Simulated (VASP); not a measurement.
Write the native input for VASP 6.6.1 that does the following.

- Task: single point
- Functional: PBEsol
- Potentials or basis: VASP PAW PBE potentials, release 64 (C)
- Cutoff: 520 eV
- k mesh: 2 × 2 × 1
- Occupations: fermi-dirac, width 0.05 eV
- Spin: no spin polarisation
- Dipole correction: no
- Further INCAR settings: LREAL = Auto; ALGO = Fast; EDIFF = 1e-06; NBANDS = 51

The structure of C lies in POSCAR:

```
C
1.0
    7.3980000000      0.0000000000      0.0000000000
   -3.6990000000      6.4068560000      0.0000000000
    0.0000000000      0.0000000000     13.0000000000
C
18
Direct
    0.0084135811      0.0019042101      0.0909923077
    0.2240725385      0.1152983616      0.0760000000
   -0.0022453359      0.3374666139      0.0697153846
    0.2251737067      0.4512665807      0.0853692308
    0.0105241981      0.6676285529      0.0640384615
    0.2137154027      0.7634946064      0.0509153846
    0.3354737882      0.0001716911      0.0655076923
    0.5403823138      0.0991750088      0.0883923077
    0.3299862840      0.3429139035      0.0697692308
    0.5649947600      0.4526713258      0.0692538462
    0.3392650673      0.6739342979      0.0763000000
    0.5543877695      0.7810383127      0.0752230769
    0.6554490187     -0.0027002324      0.0887307692
    0.8885934661      0.1050593302      0.0828230769
    0.6598634315      0.3177533567      0.0879615385
    0.8796434840      0.4323337375      0.0720692308
    0.6704175846      0.6756824252      0.0858846154
    0.9018682441      0.7848935578      0.0856538462
```

The cell was built by a generator and needn't be a form met in nature.

These files were run (other wordings do the same):

INCAR

```
SYSTEM = C
ALGO = Fast ; EDIFF = 1E-6
ENCUT = 520 ; GGA = PS
ISIF = 2 ; ISMEAR = -1
LASPH = .True. ; LCHARG = .True.
LELF = .True. ; LREAL = Auto
LVHAR = .True. ; LWAVE = .False.
NBANDS = 51 ; NELM = 100
PREC = Accurate ; SIGMA = 0.05
```

KPOINTS

```
k-points
0
Gamma
  2 2 1
  0 0 0
```

Potentials or basis: VASP PAW PBE potentials, release 64 (C).

The run is started by

```bash
$ cat potpaw_PBE.64/C/POTCAR > POTCAR
$ mpirun -np 1 vasp_std > vasp.out
```

It gave:

```yaml
Largest_force: 7.120 eV/Å
Band_gap_on_the_k_mesh: 0.10 eV, direct
```

Caveat: the k mesh is coarse (spacing up to 0.49 Å⁻¹), so the values aren't converged; the PAW data sets were made with another functional, which shifts forces and pressure a little.

Run time: 2.4 min on 1 thread of Intel(R) Xeon(R) 6975P-C (Granite Rapids), with other jobs on the host, peak memory 0.64 GiB.
